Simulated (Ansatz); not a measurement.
# Nickel, hcp under PBE: structure, energy and stiffness, part 2 of 2

The plan for nickel in the hcp structure: relax it, solve it on a dense k-mesh, switch on spin-orbit coupling, then scale the cell to 7 volumes from 88 to 112 % of the relaxed one and try a fit of the equation of state. The start is ferromagnetic. The k-meshes are 14×14×8 for the relaxation; 24×24×13 for the dense run; 14×14×8 for spin-orbit coupling; 24×24×13 for the volumes.

Ansatz 0.2.0; DFT, PBE, plane waves (420 eV) with PAW, scalar-relativistic. Earlier steps stand in the parts before.

## (9) Equation of state: 104 %

This is Ni in the hcp structure; at room conditions it is fcc.

The input, input.yaml:

```yaml
crystal:
  lattice:
    - [2.5208691714, 0.0, 0.0]
    - [-1.2604345857, 2.1831367421, 0.0]
    - [0.0, 0.0, 4.1314478216]
  atoms:
    - { symbol: Ni, position: [0.3333333333, 0.6666666667, 0.25], spin: 0.688 }
    - { symbol: Ni, position: [0.6666666667, 0.3333333333, 0.75], spin: 0.688 }
hamiltonian:
  xc: pbe
  pseudopotentials:
    kind: paw
    azcp:
      Ni: "pseudopotentials/Ni.paw.azcp"
basis:
  ecutwfc: 420
  fft_grid_basis: typed
kpoints:
  mp_grid: { grid: [24, 24, 13], shift: [0, 0, 0] }
magnetization:
  spin_polarized: true
scf:
  occupations: { method: fermi_dirac, width: 0.05 }
output:
  stress: true
```

What it wrote, cut to the lines that bear on the results:

```text
[...]
Pseudopotentials: kind: paw
Pseudopotential: Ni, paw, valence charge 18, recommended cutoff 420 eV (normal), <dir>
Functional definition: PBE
[...]
Crystal: 2 atoms, lattice volume = 22.737 Å³
Basis set: ecut = 420 eV, 451 PW (Γ)
Bands: 23, of which v1, the nominal top of the filled ones, is band 18 counted from 1 (17 counted from 0)
Symmetry: 24 space group operations
Space group: P63/mmc (ITA 194), of the structure as read, at distance tolerance 2.8e-5 Å
Magnetic group: BNS 194.263 (UNI 1493), of the structure as read, at distance tolerance 2.8e-5 Å
k-points: 427 of 7488
[...]
Starting moments: Σ|m| = 1.376 μB on 2 of 2 sites
[...]
SCF iter   1: F=—  HF=-11677.904864 eV  |F-HF|=—  |Δ(HF+E_count)|=         —  Δρ=8.54e-2 (↑1.74e-2 ↓8.54e-2)  dr2=7.92e-1  dr2_m=5.12e-1  M=1.764 μB ∫|m|=1.860 μB  β_m=0.30  ethr=2.20e-3  ⟨swp⟩=1.0  Hψ=99867  notcnv=0
[...]
SCF iter  10: F=-11679.384688 eV  HF=-11679.384688 eV  |F-HF|=1.06e-8  |Δ(HF+E_count)|=   4.60e-8  Δρ=5.28e-6 (↑4.38e-6 ↓5.28e-6)  dr2=1.23e-8  dr2_m=1.50e-10  M=1.319 μB ∫|m|=1.506 μB  ethr=2.78e-10  ⟨swp⟩=2.9  Hψ=68569  notcnv=0
[...]
SCF converged after 10 iterations
Magnetization: 1.3186 μB (18.6593 up, 17.3407 down)
Absolute magnetization: 1.5075 μB (∫|ρ↑−ρ↓|, with the PAW one-centre terms)
Spin contamination: 0.0152 ħ² per cell (⟨S²⟩ above its minimum at these occupations)
Per-site moments (μB) at R_I (Å): [(0.6993380086961728, 1.039858533214544), (0.6993380086961732, 1.039858533214544)]
Free energy (F): -11679.384688 eV
[...]
E sigma→0 (E₀):  -11679.366310 eV
Entropy (-TS):   -0.036755 eV (-18.378 meV/atom)
Fermi energy:    17.233513 eV
[...]
--- Stress (GPa, compression-positive) ---
       -7.249932       0.000000       0.000000
        0.000000      -7.249932       0.000000
        0.000000       0.000000      -6.759815
  P = ⅓ Tr σ = -7.0866 GPa (-70.866 kbar)
```

It took 50 s on 1 thread of an x86-64 CPU, shared host; peak memory 0.72 GiB.

## (10) Equation of state: 108 %

Changes to input.yaml since step 9:

```diff
@@ -2,5 +2,5 @@
   lattice:
-    - [2.5208691714, 0.0, 0.0]
-    - [-1.2604345857, 2.1831367421, 0.0]
-    - [0.0, 0.0, 4.1314478216]
+    - [2.5527822956, 0.0, 0.0]
+    - [-1.2763911478, 2.2107743183, 0.0]
+    - [0.0, 0.0, 4.1837501818]
   atoms:
```

What it wrote, cut to the lines that bear on the results:

```text
[...]
Pseudopotentials: kind: paw
Pseudopotential: Ni, paw, valence charge 18, recommended cutoff 420 eV (normal), <dir>
Functional definition: PBE
[...]
Crystal: 2 atoms, lattice volume = 23.612 Å³
Basis set: ecut = 420 eV, 463 PW (Γ)
Bands: 23, of which v1, the nominal top of the filled ones, is band 18 counted from 1 (17 counted from 0)
Symmetry: 24 space group operations
Space group: P63/mmc (ITA 194), of the structure as read, at distance tolerance 2.9e-5 Å
Magnetic group: BNS 194.263 (UNI 1493), of the structure as read, at distance tolerance 2.9e-5 Å
k-points: 427 of 7488
[...]
Starting moments: Σ|m| = 1.376 μB on 2 of 2 sites
[...]
SCF iter   1: F=—  HF=-11677.863293 eV  |F-HF|=—  |Δ(HF+E_count)|=         —  Δρ=8.00e-2 (↑2.17e-2 ↓8.00e-2)  dr2=6.09e-1  dr2_m=5.35e-1  M=1.779 μB ∫|m|=1.881 μB  β_m=0.30  ethr=1.69e-3  ⟨swp⟩=1.0  Hψ=99646  notcnv=0
[...]
SCF iter  10: F=-11679.330310 eV  HF=-11679.330310 eV  |F-HF|=3.66e-8  |Δ(HF+E_count)|=   3.90e-9  Δρ=1.04e-5 (↑7.34e-6 ↓1.04e-5)  dr2=4.61e-8  dr2_m=6.22e-10  M=1.335 μB ∫|m|=1.532 μB  ethr=1.55e-10  ⟨swp⟩=2.7  Hψ=71679  notcnv=0
[...]
SCF converged after 10 iterations
Magnetization: 1.3349 μB (18.6675 up, 17.3325 down)
Absolute magnetization: 1.5336 μB (∫|ρ↑−ρ↓|, with the PAW one-centre terms)
Spin contamination: 0.0165 ħ² per cell (⟨S²⟩ above its minimum at these occupations)
Per-site moments (μB) at R_I (Å): [(0.7092241640708095, 1.053022696930057), (0.7092241640708092, 1.053022696930057)]
Free energy (F): -11679.330310 eV
[...]
E sigma→0 (E₀):  -11679.311144 eV
Entropy (-TS):   -0.038332 eV (-19.166 meV/atom)
Fermi energy:    16.426068 eV
[...]
--- Stress (GPa, compression-positive) ---
      -12.770769       0.000000       0.000000
        0.000000     -12.770769       0.000000
        0.000000       0.000000     -12.300109
  P = ⅓ Tr σ = -12.6139 GPa (-126.139 kbar)
```

Wall time 55 s (1 thread of an x86-64 CPU, shared host); peak memory 0.73 GiB.

## (11) Equation of state: 112 %

Changes to input.yaml since step 10:

```diff
@@ -2,5 +2,5 @@
   lattice:
-    - [2.5527822956, 0.0, 0.0]
-    - [-1.2763911478, 2.2107743183, 0.0]
-    - [0.0, 0.0, 4.1837501818]
+    - [2.5839168555, 0.0, 0.0]
+    - [-1.2919584277, 2.2377376381, 0.0]
+    - [0.0, 0.0, 4.2347765544]
   atoms:
```

What it wrote, cut to the lines that bear on the results:

```text
[...]
Pseudopotentials: kind: paw
Pseudopotential: Ni, paw, valence charge 18, recommended cutoff 420 eV (normal), <dir>
Functional definition: PBE
[...]
Crystal: 2 atoms, lattice volume = 24.486 Å³
Basis set: ecut = 420 eV, 489 PW (Γ)
Bands: 23, of which v1, the nominal top of the filled ones, is band 18 counted from 1 (17 counted from 0)
Symmetry: 24 space group operations
Space group: P63/mmc (ITA 194), of the structure as read, at distance tolerance 2.9e-5 Å
Magnetic group: BNS 194.263 (UNI 1493), of the structure as read, at distance tolerance 2.9e-5 Å
k-points: 427 of 7488
[...]
Starting moments: Σ|m| = 1.376 μB on 2 of 2 sites
[...]
SCF iter   1: F=—  HF=-11677.781657 eV  |F-HF|=—  |Δ(HF+E_count)|=         —  Δρ=7.48e-2 (↑2.62e-2 ↓7.48e-2)  dr2=4.52e-1  dr2_m=5.53e-1  M=1.792 μB ∫|m|=1.899 μB  β_m=0.30  ethr=1.26e-3  ⟨swp⟩=1.0  Hψ=98682  notcnv=0
[...]
SCF iter  11: F=-11679.249118 eV  HF=-11679.249118 eV  |F-HF|=8.05e-9  |Δ(HF+E_count)|=   2.00e-9  Δρ=6.34e-6 (↑2.02e-6 ↓6.34e-6)  dr2=1.01e-8  dr2_m=1.23e-9  M=1.350 μB ∫|m|=1.557 μB  ethr=2.13e-12  ⟨swp⟩=1.5  Hψ=60751  notcnv=0
[...]
SCF converged after 11 iterations
Magnetization: 1.3502 μB (18.6751 up, 17.3249 down)
Absolute magnetization: 1.5581 μB (∫|ρ↑−ρ↓|, with the PAW one-centre terms)
Spin contamination: 0.0179 ħ² per cell (⟨S²⟩ above its minimum at these occupations)
Per-site moments (μB) at R_I (Å): [(0.7184835830594294, 1.065865702886652), (0.718483583059429, 1.065865702886652)]
Free energy (F): -11679.249118 eV
[...]
E sigma→0 (E₀):  -11679.229105 eV
Entropy (-TS):   -0.040027 eV (-20.013 meV/atom)
Fermi energy:    15.677248 eV
[...]
--- Stress (GPa, compression-positive) ---
      -17.105297       0.000000       0.000000
        0.000000     -17.105297       0.000000
        0.000000       0.000000     -16.663317
  P = ⅓ Tr σ = -16.9580 GPa (-169.580 kbar)
```

It took 65 s on 1 thread of an x86-64 CPU, shared host; peak memory 0.74 GiB.

## (12) The equation of state

The cell was scaled evenly, with its shape and the fractional positions fixed.

```
V (Å³/atom)  E − E₀ (meV/atom)  P from the stress (GPa)  P from the fit (GPa)  largest moment (μB)
      9.620              122.2                    34.19                 34.09                 0.64
     10.057               49.4                    20.00                 19.86                 0.66
     10.494               11.0                     8.79                  8.65                 0.67
     10.931                0.0                    -0.08                 -0.21                 0.69
     11.369               10.5                    -7.09                 -7.22                 0.70
     11.806               38.1                   -12.61                -12.76                 0.71
     12.243               79.1                   -16.96                -17.14                 0.72
```

Fit (Birch-Murnaghan, third order): V₀ = 10.919 Å³/atom, B₀ = 198 GPa, B₀′ = 4.8, largest residual 0.02 meV/atom.

Fit and stress differ a little: one follows E(σ → 0), the other the smeared free energy.

## (13) Outcome

This closing draws on all 2 parts.

```
                               quantity                                   value
         space group (spins left aside)                      P6_3/mmc (No. 194)
                      conventional cell  a = 2.488 Å, c = 4.078 Å (c/a = 1.639)
                                 volume                          10.931 Å³/atom
                      shortest distance                                 2.488 Å
                        gap on the mesh            none (levels filled in part)
                         magnetic state   ferromagnetic, up to 0.69 μB per atom
         relative to fcc, ferromagnetic                            +27 meV/atom
magnetic state with spin-orbit coupling   ferromagnetic, up to 0.67 μB per atom
                            V₀, B₀, B₀′            10.919 Å³/atom, 198 GPa, 4.8
```

From the guessed start the volume shrank by 0.1 % in 5 steps. It lies 27 meV/atom above the element's reference form at the same level (fcc, ferromagnetic, from a run of its own). The final state is ferromagnetic (largest moment 0.69 μB). Levels at the Fermi energy are filled in part, as in a metal. In the spin-orbit run the largest spin moment goes from 0.69 to 0.67 μB; mesh and site projection of the two kinds of run can differ, so the change can't be laid on spin-orbit coupling. The total energy of the spin-orbit run lies -0.31 eV/atom from the scalar one, but the two kinds of run don't share a zero of energy: only differences within one kind count. B₀ comes out at 198 GPa; letting shape and positions relax at each volume could only lower it. The symmetry was held, so the structure may be unstable against distortions that break it.
